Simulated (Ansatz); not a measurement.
Level of theory: DFT PBE, scalar-relativistic, plane waves, PAW (Ansatz).

Cutoff 420 eV; k points 10×10×10 on the computed 2-atom cell (Γ-centred); Gaussian smearing, width 0.05 eV; no spin polarisation.

```xyz
2
Lattice="0.0000 3.0703 3.0703 3.0703 0.0000 3.0703 3.0703 3.0703 0.0000" Properties=species:S:1:pos:R:3 pbc="T T T"
Cd    0.0000    0.0450    0.0000
Se    4.6054    4.6054    4.6054
```

(1) Is this geometry at equilibrium? Which atom feels the largest force?

(2) Give all forces and the stress.

## Answers

(1) It isn't. Atom 2 (Se) feels (0.00, 0.20, 0.00) eV/Å, 0.202 eV/Å in size, and symmetry-related atoms feel the same size.

(2)
```tsv
atom	Fx	Fy	Fz
Cd1	0.000	-0.202	0.000
Se2	0.000	0.202	0.000
```
Stress (GPa, compression positive):
```
 1.34  0.00 -0.73
 0.00  1.29  0.00
-0.73  0.00  1.34
```

This zinc-blende form isn't the usual stable structure of the compound.